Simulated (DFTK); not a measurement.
Runs of DFTK 0.8.2 on ZrC. Symmetry: Fm-3m, No. 225, cubic system. The conventional cell has a = 4.730 Å, b = 4.730 Å, c = 4.730 Å, α = 90.00°, β = 90.00°, γ = 90.00°. Around Zr (site symmetry m-3m) lie 6 C at 2.37 Å. C (site symmetry m-3m) is surrounded by 6 Zr at 2.37 Å. 

```tsv
task	level	potentials or basis	k mesh	cutoff (eV)	valence electrons	mesh quality	gap on the mesh (eV)	pressure (GPa)	V0 of scaled cells (Å³/atom)	B0 (GPa)
single point	PBEsol	dojo.nc.sr.pbesol.v0_4_1.standard.upf (PBEsol)	10 × 10 × 10	1116	C 4, Zr 12	not flagged	none	-8.3	-	-
band structure	LDA	cp2k.nc.sr.lda.v0_1.largecore.gth (LDA, GTH, large core)	10 × 10 × 10	1551	C 4, Zr 4	not flagged	none	-19.8	-	-
equation of state	LDA	dojo.nc.sr.lda.v0_4_1.standard.upf (LDA)	6 × 6 × 6	1116	C 4, Zr 12	coarse	-	-	(a)	247
equation of state	AM05	PseudoDojo 0.4 stringent (PBEsol)	6 × 6 × 6	1116	C 4, Zr 12	coarse	-	-	(b)	235
equation of state	PBEsol	PseudoDojo 0.4 stringent (PBEsol)	6 × 6 × 6	1116	C 4, Zr 12	coarse	-	-	12.74	236
band structure	PBEsol	cp2k.nc.sr.pbe.v0_1.semicore.gth (PBE, GTH)	9 × 9 × 9	2177	C 4, Zr 12	not flagged	none	-8.4	-	-
```

Alike in all rows: no spin polarisation; cell as given; smearing fermi-dirac 0.05 eV.

Q: Estimate the missing entries.

A: (a) 12.52; (b) 12.70.

Caveats: some runs use coarse meshes; GTH potentials come without recommended cutoffs, and this one wasn't checked for convergence (some runs); the potentials were made for another functional, which shifts forces and pressure (some runs); so large a pressure means that the cell lies far from this level's equilibrium, or that cutoff or potentials fall short (some runs); this set keeps more shells in the core, which shifts pressures and gaps (some runs).

A k mesh can miss the band edges, and the runs leave out spin-orbit coupling on Zr.

A gap of «none» marks a metal or a gap under the smearing width.

Runs at the PBE level aren't shown here.
